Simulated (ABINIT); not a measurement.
The system is CdSe.

```
Cd Se
1.0
     0.00000    3.07027    3.07027
     3.07027    0.00000    3.07027
     3.07027    3.07027    0.00000
Cd Se
1 1
Direct
  0.00000 0.00000 0.00000
  0.25000 0.25000 0.25000
```

Measurements of this composition are mostly on another form, of space group No. 186.

Base run:

```yaml
Program: ABINIT 10.8.3 (patched build)
Functional: PBEsol
Potentials_or_basis: JTH PAW PBE v2.0
Cutoff: 463 eV
k_mesh: 8 × 8 × 8
Occupations: fermi-dirac, width 0.05 eV
Spin: no spin polarisation
```

Its results: band gap on the k mesh 0.42 eV, direct.

**Question.** The run is repeated on the same cell with these changes: k mesh from 8 × 8 × 8 to 3 × 3 × 3. What comes out?

**Answer.** Band gap on the k mesh 0.37 eV, direct.

Caveats: some runs use coarse meshes.

